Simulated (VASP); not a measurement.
# W (Im-3m) in VASP: further runs, part 2 of 2

VASP 6.6.1. The steps go on from the part before.

**6. Single point, PBE**

Input file INCAR:

```
SYSTEM = W
ADDGRID = .False. ; ALGO = Normal
EDIFF = 1E-7 ; ENCUT = 520
GGA = PE ; ISIF = 2
ISMEAR = 1 ; LASPH = .True.
LCHARG = .False. ; LREAL = .False.
LWAVE = .False. ; NELM = 100
PREC = Accurate ; SIGMA = 0.2
```

Input file KPOINTS:

```
k-points
0
Gamma
  7 7 7
  0 0 0
```

Input file POSCAR:

```
W
1.0
   -1.5823450000      1.5823450000      1.5823450000
    1.5823450000     -1.5823450000      1.5823450000
    1.5823450000      1.5823450000     -1.5823450000
W
1
Direct
    0.0000000000      0.0000000000      0.0000000000
```

Potentials or basis: VASP PAW PBE potentials, release 64 (W).

On the command line:

```bash
$ cat potpaw_PBE.64/W/POTCAR > POTCAR
$ mpirun -np 1 vasp_std > vasp.out
```

OUTCAR:

```text
SYSTEM = W
   EDIFF = 1E-7
   ENCUT = 520
   GGA = PE
   ISIF = 2
   ISMEAR = 1
   LASPH = .True.
   LREAL = .False.
   NELM = 100
   PREC = Accurate

 Found     20 irreducible k-points:

 Following reciprocal coordinates:
            Coordinates               Weight
  0.000000  0.000000  0.000000      1.000000
  0.142857  0.000000  0.000000     12.000000
  0.285714  0.000000  0.000000     12.000000
  0.428571  0.000000  0.000000     12.000000
  0.142857  0.142857  0.000000     24.000000
  0.285714  0.142857 -0.000000     48.000000
   k-points           NKPTS =     20   k-points in BZ     NKDIM =     20   number of bands    NBANDS=      7
   number of dos      NEDOS =    301   number of ions     NIONS =      1
   total plane-waves  NPLWV =   8000
   dimension x,y,z NGX =    20 NGY =   20 NGZ =   20
   dimension x,y,z NGXF=    40 NGYF=   40 NGZF=   40
   ions per type =               1
   NGX,Y,Z   is equivalent  to a cutoff of  12.13, 12.13, 12.13 a.u.
   NGXF,Y,Z  is equivalent  to a cutoff of  24.26, 24.26, 24.26 a.u.
 SYSTEM =  W
   PREC   = accura    normal or accurate (medium, high low for compatibility)
   ISTART =      0    job   : 0-new  1-cont  2-samecut
   ICHARG =      2    charge: 1-file 2-atom 10-const
   ISPIN  =      1    spin polarized calculation?
   LNONCOLLINEAR =      F non collinear calculations
   LSORBIT =      F    spin-orbit coupling
   LASPH  =      T    aspherical Exc in radial PAW
   ENCUT  =  520.0 eV  38.22 Ry    6.18 a.u.   5.10  5.10  5.10*2*pi/ulx,y,z
   NELM   =    100;   NELMIN=  2; NELMDL= -5     # of ELM steps
   EDIFF  = 0.1E-06   stopping-criterion for ELM
   LREAL  =      F    real-space projection
   EDIFFG = 0.1E-05   stopping-criterion for IOM
   NSW    =      0    number of steps for IOM
   IBRION =     -1    ionic relax: 0-MD 1-quasi-New 2-CG
   NFREE  =      0    steps in history (QN), initial steepest desc. (CG)
   ISIF   =      2    stress and relaxation
   ISYM   =      2    0-nonsym 1-usesym 2-fastsym
   POTIM  = 0.5000    time-step for ionic-motion
   TEBEG  =    0.0;   TEEND  =   0.0 temperature during run
   PSTRESS=    0.0 pullay stress
   NELECT =       6.0000    total number of electrons
   NUPDOWN=      -1.0000    fix difference up-down
   EMIN   =  10.00;   EMAX   =-10.00  energy-range for DOS
   EFERMI =   0.00;   METHOD = LEGACY
   ISMEAR =     1;   SIGMA  =   0.20  broadening in eV -4-tet -1-fermi 0-gaus
   EFERMI_NEDOS =   21; number of points for ismear=-14 and -15
   IALGO  =     38    algorithm
   IMIX   =      4    mixing-type and parameters
     AMIX     =   0.40;   BMIX     =  1.00
     AMIX_MAG =   1.60;   BMIX_MAG =  1.00
  volume/ion in A,a.u.               =      15.85       106.94
  Fermi-wavevector in a.u.,A,eV,Ry     =   1.184325  2.238049 19.083867  1.402625
  Thomas-Fermi vector in A             =   2.320541
   LORBIT       =      0    0 simple, 1 ext, 2 COOP (PROOUT), +10 PAW based schemes
   GGA     = PE    functional components
   LHFCALC =     F    Hartree Fock is set to
   AEXX    =    0.0000 exact exchange contribution
   IVDW    =     0    specifies the selected vdW correction
   LEPSILON=     F    determine dielectric tensor
   LRPA    =     F    only Hartree local field effects (RPA)
 non-spin polarized calculation
 Methfessel and Paxton  Order N= 1 SIGMA  =   0.20
  energy-cutoff  :      520.00
  volume of cell :       15.85
 maximum number of plane-waves:       438
   NGX = 11   NGY = 11   NGZ = 11

 number of electron       6.0000001 magnetization

 Free energy of the ion-electron system (eV)
  ---------------------------------------------------
  ext. energy  EPLUGINS =         0.00000000
  ---------------------------------------------------
  free energy    TOTEN  =       -12.95176931 eV

  energy without entropy =      -12.94614305  energy(sigma->0) =      -12.94989389

 E-fermi :   7.8816     XC(G=0): -13.1438

 val. band max:        7.8241943111   @ k =  -0.4286  -0.4286   0.2857
 cond. band min:       7.9759655805   @ k =  -0.2857   0.2857   0.1429
 fundamental gap:      0.1517712694
 Fermi energy:         7.8816382412

 k-point     1 :       0.0000    0.0000    0.0000
  band No.  band energies     occupation
      1      -1.7957      2.00000
      2       6.5710      2.00000
      3       6.5711      2.00000
      4       6.5711      2.00000
      5      10.0510     -0.00000
      6      10.0510     -0.00000
      7      23.0491      0.00000

 k-point     2 :       0.1429    0.0000    0.0000
  band No.  band energies     occupation
      1      -0.8772      2.00000
      2       6.0359      2.00000
      3       6.3722      2.00000
      4       7.5157      2.02664
      5       9.4412     -0.00000
      6      10.0852     -0.00000
      7      23.6635      0.00000

 k-point     3 :       0.2857    0.0000    0.0000
  band No.  band energies     occupation
      1       1.0232      2.00000
      2       5.0226      2.00000
      3       5.9973      2.00000
      4       9.5770     -0.00000
      5      10.1160     -0.00000
      6      10.3523     -0.00000
      7      22.4641      0.00000

 k-point     4 :       0.4286    0.0000    0.0000
  band No.  band energies     occupation
      1       1.5781      2.00000
      2       4.3389      2.00000
      3       7.8117      1.55335
      4      10.0349     -0.00000
      5      10.8203     -0.00000
      6      13.2584      0.00000
      7      19.5934      0.00000

 k-point     5 :       0.1429    0.1429    0.0000
  band No.  band energies     occupation
      1       0.6687      2.00000
      2       5.5214      2.00000
      3       5.5270      2.00000
      4       8.9967     -0.00000
      5       9.5172     -0.00000
      6      10.5388     -0.00000
      7      24.0008      0.00000

 k-point     6 :       0.2857    0.1429   -0.0000
  band No.  band energies     occupation
      1       2.1735      2.00000
      2       4.6724      2.00000
      3       5.8396      2.00000
      4       9.5064     -0.00000
      5      10.8858     -0.00000
      6      12.8511      0.00000
      7      20.5052      0.00000

 [... further k-points ...]

------------------------ aborting loop because EDIFF is reached ----------------------------------------

  FORCE on cell =-STRESS in cart. coord.  units (eV):
  Direction    XX          YY          ZZ          XY          YZ          ZX
  --------------------------------------------------------------------------------------
  -------------------------------------------------------------------------------------
  Total        0.3018047      0.3018047      0.3018047     -0.0000000      0.0000000     -0.0000000
  in kB       30.5121668     30.5121668     30.5121668     -0.0000000      0.0000000     -0.0000000
  external PRESSURE =      30.5121668 kB  Pullay stress =       0.0000000 kB

 VOLUME and BASIS-vectors are now :
 -----------------------------------------------------------------------------
  energy-cutoff  :      520.00
  volume of cell :       15.85
      direct lattice vectors                 reciprocal lattice vectors
    -1.582345000  1.582345000  1.582345000     0.000000000  0.315986716  0.315986716
     1.582345000 -1.582345000  1.582345000     0.315986716  0.000000000  0.315986716
     1.582345000  1.582345000 -1.582345000     0.315986716  0.315986716  0.000000000

 POSITION                                       TOTAL-FORCE (eV/Angst)
 -----------------------------------------------------------------------------------
      0.00000      0.00000      0.00000        -0.000000      0.000000      0.000000
 -----------------------------------------------------------------------------------
    total drift:                               -0.000000     -0.000000      0.000000

  FREE ENERGIE OF THE ION-ELECTRON SYSTEM (eV)
  ---------------------------------------------------
  free  energy   TOTEN  =       -12.9517693085 eV

  energy  without entropy=      -12.9461430513  energy(sigma->0) =      -12.94989389
```

OSZICAR:

```text
N       E                     dE             d eps       ncg     rms          rms(c)
DAV:   1     0.104586679306E+02    0.10459E+02   -0.30323E+03   280   0.747E+02
DAV:   2    -0.133173272948E+02   -0.23776E+02   -0.23417E+02   378   0.166E+02
DAV:   3    -0.136226899579E+02   -0.30536E+00   -0.29368E+00   301   0.155E+01
DAV:   4    -0.136238795432E+02   -0.11896E-02   -0.11893E-02   448   0.887E-01
DAV:   5    -0.136238796797E+02   -0.13644E-06   -0.13666E-06   322   0.854E-03    0.204E+01
DAV:   6    -0.131493302207E+02    0.47455E+00   -0.37770E-01   322   0.489E+00    0.102E+01
DAV:   7    -0.129534085149E+02    0.19592E+00   -0.47887E-01   329   0.536E+00    0.424E-01
DAV:   8    -0.129520106191E+02    0.13979E-02   -0.16977E-03   308   0.368E-01    0.135E-01
DAV:   9    -0.129517689906E+02    0.24163E-03   -0.29169E-04   385   0.106E-01    0.173E-02
DAV:  10    -0.129517713280E+02   -0.23374E-05   -0.52916E-06   336   0.210E-02    0.537E-03
DAV:  11    -0.129517692673E+02    0.20608E-05   -0.93522E-07   357   0.692E-03    0.119E-03
DAV:  12    -0.129517693698E+02   -0.10256E-06   -0.68673E-09   189   0.769E-04    0.844E-04
DAV:  13    -0.129517693085E+02    0.61309E-07   -0.90196E-09   154   0.774E-04
   1 F= -.12951769E+02 E0= -.12949894E+02  d E =-.562626E-02
```

stdout:

```text
POSCAR found type information on POSCAR W
 POSCAR found :  1 types and       1 ions
 scaLAPACK will be used
 LDA part: xc-table for (Slater+PW92), standard interpolation
 POSCAR, INCAR and KPOINTS ok, starting setup
 FFT: planning ... GRIDC
 FFT: planning ... GRID_SOFT
 FFT: planning ... GRID
 WAVECAR not read
 entering main loop
```

It took 2.1 s on 1 thread of AMD EPYC 9R45 (Zen 5), shared host; peak memory 0.09 GiB.

The run converged, but some of its settings lie outside the range that counts as converged, so its numbers aren't taken as properties of the crystal.

What came out:

| Item | Value |
| --- | --- |
| Free energy | -12.9518 eV |
| Pressure | 3.1 GPa |
| Band gap on the k mesh | none (metal or under the smearing width) |

Caveat: the k mesh is coarse (spacing up to 0.40 Å⁻¹), so the values aren't converged.

**7. For comparison**

An earlier run on the cell as given: functional PBE; potentials or basis VASP PAW PBE potentials, release 64 (W_sv); cutoff 520 eV; k mesh 12 × 12 × 12; occupations fermi-dirac, width 0.05 eV; no spin polarisation.

- Pressure: 6.4 GPa
- Band gap on the k mesh: none (metal or under the smearing width)
